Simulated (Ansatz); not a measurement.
A calculation with Ansatz 0.2.0 of I (native input, Cartesian positions):

The input input.yaml:

```yaml
crystal:
  lattice:
    - [-1.6594865129, 1.6594865129, 4.3756314583]
    - [1.6594865129, -1.6594865129, 4.3756314583]
    - [1.6594865129, 1.6594865129, -4.3756314583]
  atoms:
    - { symbol: I, position_ang: [0.0, 0.0, 0.0] }
hamiltonian:
  xc: r2scan
  pseudopotentials: { kind: paw_fr }
  dispersion: d3bj
magnetization:
  noncollinear: true
  spin_orbit: true
kpoints:
  mp_grid: { grid: [11, 11, 11] }
scf:
  occupations: { method: tetrahedron }
output:
  forces: true
  stress: true
  write_density: true
  write_potential: true
  elf: true
  volumetric_format: npy
```

Potentials or basis: Ansatz PAW.

Command:

```console
$ ansatz run input.yaml --threads 1 --pin off --max-ram 2560MiB --backend cpu --events-out ev --progress --plain --runs-dir out
```

The cell isn't the ideal one: volume scaled by 1.08.

**Question.** Write the same calculation in another form: native input, structure typed inline.

**Answer.** As run:

The input input.yaml:

```yaml
crystal:
  lattice:
    - [-1.6594865129, 1.6594865129, 4.3756314583]
    - [1.6594865129, -1.6594865129, 4.3756314583]
    - [1.6594865129, 1.6594865129, -4.3756314583]
  atoms:
    - { symbol: I, position: [0.0, 0.0, 0.0] }
hamiltonian:
  xc: r2scan
  pseudopotentials: { kind: paw_fr }
  dispersion: d3bj
magnetization:
  noncollinear: true
  spin_orbit: true
kpoints:
  mp_grid: { grid: [11, 11, 11] }
scf:
  occupations: { method: tetrahedron }
output:
  forces: true
  stress: true
  write_density: true
  write_potential: true
  elf: true
  volumetric_format: npy
```

Potentials or basis: Ansatz PAW.

The run is started by

```sh
$ ansatz run input.yaml --threads 1 --pin off --max-ram 2560MiB --backend cpu --events-out ev --progress --plain --runs-dir out
```

Both were run:

|  | native input, Cartesian positions | native input, structure typed inline |
| --- | --- | --- |
| Pressure | -1.8 GPa | -1.8 GPa |
| Band gap on the k mesh | none (metal or under the smearing width) | none (metal or under the smearing width) |

Keys that steer only the numerical path or the files written may differ.

Caveat: pairwise dispersion overbinds metals, which lowers pressure and volume; the PAW data sets come from PBE, with cores solved anew for the run's functional, which leaves a small shift of forces and pressure; with tetrahedron occupations forces and stress needn't match the slope of the energy; the dispersion damping was fitted for another functional or another form of the correction.
